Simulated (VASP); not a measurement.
## VASP 6.6.1, r²SCAN single-point calculation, PbSe (strained rocksalt)

INCAR

```
LREAL = .FALSE.
NELM = 120
ISIF = 2
ENCUT = 520
ALGO = Normal
SIGMA = 0.02
ISMEAR = -1
METAGGA = R2SCAN
LCHARG = .FALSE.
IBRION = -1
NBANDS = 17
EDIFF = 1E-7
NSW = 0
LASPH = .TRUE.
PREC = Accurate
LWAVE = .FALSE.
```

KPOINTS

```
KPOINTS created by Atomic Simulation Environment
0
Gamma
8 8 8
0 0 0
```

KPOINTS_OPT

```
special points
7
Reciprocal
0.0000000000 0.0000000000 0.0000000000 1
0.5000000000 0.0000000000 0.5000000000 1
0.6250000000 0.2500000000 0.6250000000 1
0.3750000000 0.3750000000 0.7500000000 1
0.5000000000 0.5000000000 0.5000000000 1
0.5000000000 0.2500000000 0.7500000000 1
0.0000000000 0.0000000000 0.5000000000 1
```

POSCAR

```
Pb Se
 1.0000000000000000
     0.1247068600000000    3.1207480130000000    3.1207480130000000
     3.1207480130000000    0.1247068600000000    3.1207480130000000
     3.1207480130000000    3.1207480130000000    0.1247068600000000
 Pb  Se
   1   1
Cartesian
  0.0000000000000000  0.0000000000000000  0.0000000000000000
  3.1831014430000000  3.1831014430000000  3.1831014430000000
```

VASP ran with the recommended PBE PAW datasets (20 valence electrons in the cell).

Command

```
mpirun -np 1 vasp_std
```

OSZICAR

```
N       E                     dE             d eps       ncg     rms          rms(c)
DAV:   1     0.940027579563E+02    0.94003E+02   -0.97874E+03  2226   0.123E+03
DAV:   2    -0.647786427609E+02   -0.15878E+03   -0.15333E+03  2362   0.317E+02
DAV:   3    -0.763774538188E+02   -0.11599E+02   -0.11495E+02  2866   0.910E+01
DAV:   4    -0.766411502005E+02   -0.26370E+00   -0.26345E+00  2755   0.153E+01
DAV:   5    -0.766504803079E+02   -0.93301E-02   -0.93295E-02  3237   0.280E+00    0.302E+00
DAV:   6    -0.719151443127E+02    0.47353E+01   -0.18786E+00  2613   0.235E+01    0.219E+00
DAV:   7    -0.718987761418E+02    0.16368E-01   -0.23869E-01  2638   0.398E+00    0.114E+00
DAV:   8    -0.719090415013E+02   -0.10265E-01   -0.15120E-02  2907   0.146E+00    0.552E-01
DAV:   9    -0.719129181906E+02   -0.38767E-02   -0.72771E-03  2506   0.996E-01    0.182E-01
DAV:  10    -0.719127501877E+02    0.16800E-03   -0.31546E-04  3002   0.256E-01    0.850E-02
DAV:  11    -0.719128147113E+02   -0.64524E-04   -0.50442E-04  2951   0.298E-01    0.448E-02
DAV:  12    -0.719127838076E+02    0.30904E-04   -0.88160E-05  2908   0.140E-01    0.706E-03
DAV:  13    -0.719127841110E+02   -0.30337E-06   -0.71368E-06  3058   0.322E-02    0.188E-03
DAV:  14    -0.719127840646E+02    0.46459E-07   -0.94333E-08  1901   0.354E-03
   1 F= -.71912784E+02 E0= -.71912761E+02  d E =-.452833E-04
       N       E                     dE             ncg
DAV:   1     0.233145079933E+04   -0.33632E+04      238
DAV:   2     0.120196419989E+04   -0.11295E+04      254
DAV:   3     0.112406426462E+04   -0.77900E+02      303
DAV:   4     0.112206766488E+04   -0.19966E+01      316
DAV:   5     0.112200353093E+04   -0.64134E-01      346
DAV:   6     0.112200111329E+04   -0.24176E-02      338
DAV:   7     0.112200109558E+04   -0.17714E-04      340
DAV:   8     0.112200109531E+04   -0.27014E-06      311
DAV:   9     0.112200109530E+04   -0.52405E-08      252
```

From OUTCAR

```
k-points           NKPTS =     65   k-points in BZ     NKDIM =     65   number of bands    NBANDS=     17

   NELECT =      20.0000    total number of electrons

   dimension x,y,z NGX =    36 NGY =   36 NGZ =   36
   dimension x,y,z NGXF=    72 NGYF=   72 NGZF=   72

  energy-cutoff  :      520.00
  volume of cell :       57.14
      direct lattice vectors                 reciprocal lattice vectors
     0.124706860  3.120748013  3.120748013    -0.170156023  0.163617764  0.163617764
     3.120748013  0.124706860  3.120748013     0.163617764 -0.170156023  0.163617764
     3.120748013  3.120748013  0.124706860     0.163617764  0.163617764 -0.170156023

 k-points in reciprocal lattice and weights: KPOINTS created by Atomic Simulation Env
   0.00000000  0.00000000  0.00000000       0.002
   0.12500000  0.00000000 -0.00000000       0.012
   0.25000000  0.00000000 -0.00000000       0.012
   0.37500000  0.00000000  0.00000000       0.012
   0.50000000  0.00000000 -0.00000000       0.006
   0.12500000  0.12500000  0.00000000       0.012
   0.25000000  0.12500000  0.00000000       0.023
   0.37500000  0.12500000 -0.00000000       0.023
   ...

 E-fermi :   5.2845

 k-point     1 :       0.0000    0.0000    0.0000
  band No.  band energies     occupation
      1     -12.5335      2.00000
      2     -12.5335      2.00000
      3     -12.5177      2.00000
      4     -12.5089      2.00000
      5     -12.5089      2.00000
      6      -9.2103      2.00000
      7      -1.4202      2.00000
      8       2.5796      2.00000
      9       3.0995      2.00000
     10       3.0995      2.00000
     11       9.9796      0.00000
     12       9.9796      0.00000
     13      10.1007      0.00000
     14      11.4396      0.00000
     15      12.1934      0.00000
     16      12.1934      0.00000
     17      13.6495      0.00000

 k-point     2 :       0.1250    0.0000   -0.0000
  band No.  band energies     occupation
      1     -12.5355      2.00000
      2     -12.5279      2.00000
      3     -12.5151      2.00000
      4     -12.5121      2.00000
      5     -12.5092      2.00000
      6      -9.0837      2.00000
      7      -1.8376      2.00000
      8       2.6785      2.00000
      9       3.1263      2.00000
     10       3.3377      2.00000
     11       8.8633      0.00000
     12       9.2781      0.00000
     13       9.3394      0.00000
     14      11.7645      0.00000
     15      11.8819      0.00000
     16      12.5783      0.00000
     17      14.8819      0.00000

 k-point     3 :       0.2500    0.0000   -0.0000
  band No.  band energies     occupation
      1     -12.5427      2.00000
      2     -12.5239      2.00000
      3     -12.5172      2.00000
      4     -12.5104      2.00000
      5     -12.4990      2.00000
      6      -8.7365      2.00000
      7      -2.7566      2.00000
      8       2.8629      2.00000
      9       3.2093      2.00000
     10       3.8761      2.00000
     11       7.2689      0.00000
     12       8.0902      0.00000
     13       8.1172      0.00000
     14      11.8928      0.00000
     15      12.8090      0.00000
     16      13.5507      0.00000
     17      16.8923      0.00000

 k-point     4 :       0.3750    0.0000    0.0000
  band No.  band energies     occupation
      1     -12.5522      2.00000
      2     -12.5317      2.00000
      3     -12.5193      2.00000
      4     -12.4967      2.00000
      5     -12.4869      2.00000
      6      -8.2992      2.00000
      7      -3.6598      2.00000
      8       3.0772      2.00000
      9       3.3274      2.00000
     10       4.4379      2.00000
     11       6.0291      0.00000
     12       7.1053      0.00000
     13       7.2243      0.00000
     14      12.8256      0.00000
     15      14.1979      0.00000
     16      14.9936      0.00000
     17      16.9827      0.00000

 k-point     5 :       0.5000    0.0000   -0.0000
  band No.  band energies     occupation
      1     -12.5564      2.00000
      2     -12.5353      2.00000
      3     -12.5201      2.00000
      4     -12.4907      2.00000
      5     -12.4818      2.00000
      6      -8.0734      2.00000
      7      -4.0588      2.00000
      8       3.1911      2.00000
      9       3.3910      2.00000
     10       4.8701      2.00000
     11       5.3594      0.04601
     12       6.7174      0.00000
     13       6.8865      0.00000
     14      14.0439      0.00000
     15      14.7067      0.00000
     16      16.2329      0.00000
     17      16.3483      0.00000

 k-point     6 :       0.1250    0.1250    0.0000
  band No.  band energies     occupation
      1     -12.5388      2.00000
      2     -12.5274      2.00000
      3     -12.5180      2.00000
      4     -12.5107      2.00000
      5     -12.5061      2.00000
      6      -9.0431      2.00000
      7      -1.9200      2.00000
      8       2.5057      2.00000
      9       2.8833      2.00000
     10       3.7691      2.00000
     11       7.9027      0.00000
     12       9.8376      0.00000
     13       9.8792      0.00000
     14      10.9744      0.00000
     15      12.6887      0.00000
     16      13.1984      0.00000
     17      14.3773      0.00000

 k-point     7 :       0.2500    0.1250    0.0000
  band No.  band energies     occupation
      1     -12.5470      2.00000
      2     -12.5253      2.00000
      3     -12.5219      2.00000
      4     -12.5075      2.00000
      5     -12.4985      2.00000
      6      -8.7672      2.00000
      7      -2.5322      2.00000
      8       2.3901      2.00000
      9       2.8052      2.00000
     10       4.0779      2.00000
     11       6.9815      0.00000
     12       8.9484      0.00000
     13       9.3768      0.00000
     14      11.0365      0.00000
     15      13.3712      0.00000
     16      13.8975      0.00000
     17      15.5619      0.00000

 k-point     8 :       0.3750    0.1250   -0.0000
  band No.  band energies     occupation
      1     -12.5561      2.00000
      2     -12.5326      2.00000
      3     -12.5189      2.00000
      4     -12.5033      2.00000
      5     -12.4867      2.00000
      6      -8.3491      2.00000
      7      -3.3398      2.00000
      8       2.4741      2.00000
      9       2.7931      2.00000
     10       3.8657      2.00000
     11       6.7389      0.00000
     12       8.0377      0.00000
     13       8.3876      0.00000
     14      11.8540      0.00000
     15      14.1872      0.00000
     16      15.1886      0.00000
     17      16.7785      0.00000

 k-point     9 :       0.5000    0.1250    0.0000
  band No.  band energies     occupation
      1     -12.5591      2.00000
      2     -12.5402      2.00000
      3     -12.5172      2.00000
      4     -12.4968      2.00000
      5     -12.4817      2.00000
      6      -8.0244      2.00000
      7      -3.8904      2.00000
      8       2.5039      2.00000
      9       2.8147      2.00000
     10       3.8736      2.00000
     11       6.3287      0.00000
     12       7.4643      0.00000
     13       8.0704      0.00000
     14      13.2764      0.00000
     15      14.8129      0.00000
     16      15.5403      0.00000
     17      16.4310      0.00000

 k-point    10 :      -0.3750    0.1250   -0.0000
  band No.  band energies     occupation
      1     -12.5537      2.00000
      2     -12.5410      2.00000
      3     -12.5179      2.00000
      4     -12.4961      2.00000
      5     -12.4854      2.00000
      6      -8.0956      2.00000
      7      -3.7804      2.00000
      8       2.2245      2.00000
      9       3.1735      2.00000
     10       4.2636      2.00000
     11       5.9113      0.00000
     12       6.9859      0.00000
     13       8.5841      0.00000
     14      12.9768      0.00000
     15      14.2561      0.00000
     16      15.8755      0.00000
     17      16.7490      0.00000

 k-point    11 :      -0.2500    0.1250    0.0000
  band No.  band energies     occupation
      1     -12.5451      2.00000
      2     -12.5319      2.00000
      3     -12.5189      2.00000
      4     -12.5053      2.00000
      5     -12.4938      2.00000
      6      -8.4864      2.00000
      7      -3.1060      2.00000
      8       2.1796      2.00000
      9       3.3250      2.00000
     10       4.3649      2.00000
     11       6.2302      0.00000
     12       7.1712      0.00000
     13       9.1982      0.00000
     14      12.1428      0.00000
     15      12.8996      0.00000
     16      15.3103      0.00000
     17      16.1016      0.00000

 ...

  Total        0.5847219      0.5847219      0.5847219     -0.2827974     -0.2827974     -0.2827974
  in kB       16.3939624     16.3939624     16.3939624     -7.9288464     -7.9288464     -7.9288464
  external PRESSURE =      16.3939624 kB  Pullay stress =       0.0000000 kB

 POSITION                                       TOTAL-FORCE (eV/Angst)
 -----------------------------------------------------------------------------------
      0.00000      0.00000      0.00000         0.000000      0.000000      0.000000
      3.18310      3.18310      3.18310         0.000000     -0.000000     -0.000000
 -----------------------------------------------------------------------------------
    total drift:                               -0.000000      0.000000      0.000000

  FREE ENERGIE OF THE ION-ELECTRON SYSTEM (eV)
  ---------------------------------------------------
  free  energy   TOTEN  =       -71.9127840646 eV

  energy  without entropy=      -71.9127387813  energy(sigma->0) =      -71.91276142
```

The gap between bands v and c is 0.13 eV, the least direct gap is 0.49 eV and the pressure is 1.6 GPa.

Band v is the last that the valence electrons fill when counted band by band, and c is the next.

The run took about 3.7 min on one core of a shared host (Intel Xeon Platinum 8488C) and held 0.26 GiB at most.
